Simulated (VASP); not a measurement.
**GaP (zincblende): one LDA single-point calculation in two programs**

```yaml
crystal:
  lattice:
    - [0.00000, 2.72540, 2.72540]
    - [2.72540, 0.00000, 2.72540]
    - [2.72540, 2.72540, 0.00000]
  atoms:
    - { symbol: Ga, position: [0.00000, 0.00000, 0.00000] }
    - { symbol: P, position: [0.25000, 0.25000, 0.25000] }
```

Datasets and cutoffs are each program's own. VASP's cell holds 18 valence electrons and Ansatz's 18. LDA means the Perdew–Zunger form with relativistic exchange in VASP and the Perdew–Wang form in Ansatz. Ansatz's stress includes a Pulay correction; VASP's doesn't.

Cutoffs: 520 eV in VASP, 420 eV in Ansatz. k meshes: 8×8×8 and 8×8×8.

```tsv
	VASP	Ansatz
gap between bands v and c	1.45 eV	1.45 eV
least direct gap	1.64 eV	1.61 eV
pressure	-2.7 GPa	-2.8 GPa
```

Band v is the last that the valence electrons fill when counted band by band, and c is the next. Levels in eV from the top of v, Ansatz:

```json
{"point": "Γ", "v−1": "0.00", "v": "0.00", "c": "1.61", "c+1": "3.79"}
{"point": "X", "v−1": "-2.71", "v": "-2.71", "c": "1.50", "c+1": "1.68"}
{"point": "W", "v−1": "-3.62", "v": "-3.47", "c": "4.59", "c+1": "4.76"}
{"point": "K", "v−1": "-3.99", "v": "-2.28", "c": "2.04", "c+1": "4.68"}
{"point": "L", "v−1": "-1.13", "v": "-1.13", "c": "1.50", "c+1": "4.62"}
```

VASP:

| point | v−1 | v | c | c+1 |
| --- | --- | --- | --- | --- |
| Γ | 0.00 | 0.00 | 1.64 | 3.79 |
| X | -2.71 | -2.71 | 1.50 | 1.68 |
| W | -3.62 | -3.47 | 4.59 | 4.78 |
| K | -3.99 | -2.28 | 2.04 | 4.69 |
| L | -1.13 | -1.13 | 1.51 | 4.63 |
